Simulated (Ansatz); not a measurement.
SCF convergence of Ti2O against the mixing preconditioner

Theory: Ansatz, DFT r2SCAN, scalar-relativistic, plane waves, PAW.

```cif
data_structure
_symmetry_space_group_name_H-M 'P 1'
_symmetry_Int_Tables_number 1
_cell_length_a 2.9194
_cell_length_b 2.9194
_cell_length_c 4.7130
_cell_angle_alpha 90.000
_cell_angle_beta 90.000
_cell_angle_gamma 120.000
_cell_volume 34.79
loop_
_atom_site_label
_atom_site_type_symbol
_atom_site_fract_x
_atom_site_fract_y
_atom_site_fract_z
_atom_site_occupancy
Ti1 Ti 0.66667 0.33333 0.27874 1
Ti2 Ti 0.33333 0.66667 0.72126 1
O1 O 0.00000 0.00000 0.00000 1
```

| Item | Value |
| --- | --- |
| plane-wave cutoff | 500 eV |
| Γ-centred k-mesh | 18×18×10 |
| occupation rule | Gaussian smearing, 0.1 eV |
| spin treatment | unpolarised |

Each run starts from superposed atomic densities and uses the program's default quasi-Newton mixer with a history of 8, at most 120 iterations and the default threshold on the density residual; only the mixing preconditioner differs.

```csv
mixing preconditioner,iterations,converged,"density residual (eV) at iterations 1, 3, 5"
kerker,9,yes,5.6 0.3 0.0027
ldos,9,yes,5.6 0.37 0.0011
local-kerker,8,yes,5.6 0.059 0.00013
resta,8,yes,5.6 0.22 0.00068
```

Cost: 4 runs of about 0.94 core-minutes in all, on Intel Xeon 6975P-C (Granite Rapids) (shared hosts).